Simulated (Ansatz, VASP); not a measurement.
**Mg: VASP beside Ansatz**

```
CELL_PARAMETERS angstrom
2.34862 0.00000 0.00000
0.00000 2.34862 0.00000
0.00000 0.00000 2.34862
ATOMIC_POSITIONS crystal
Mg 0.00000 0.00000 0.00000
```

Change from the starting cell: volume scaled by 0.5, LAPW.

Alike in both runs: task single point; functional LDA; k mesh 15 × 15 × 15; occupations fermi-dirac, width 0.05 eV; no spin polarisation.

|  | VASP | Ansatz |
| --- | --- | --- |
| version | VASP 6.6.1 | Ansatz 0.2.0 |
| potentials or method | VASP PAW LDA potentials, release 64 (Mg), cutoff 520 eV | all-electron LAPW, scalar-relativistic |

Ansatz gave:

```
pressure (GPa) : 64.2
```

Q: Estimate VASP's values.

A: Pressure (GPa): 64.4.

Ansatz ran all-electron here, so the differences hold the error of VASP's frozen core and of both bases.

Caveats: the cell as given lies far from equilibrium; so large a pressure means that the cell lies far from this level's equilibrium, or that cutoff or potentials fall short (VASP).
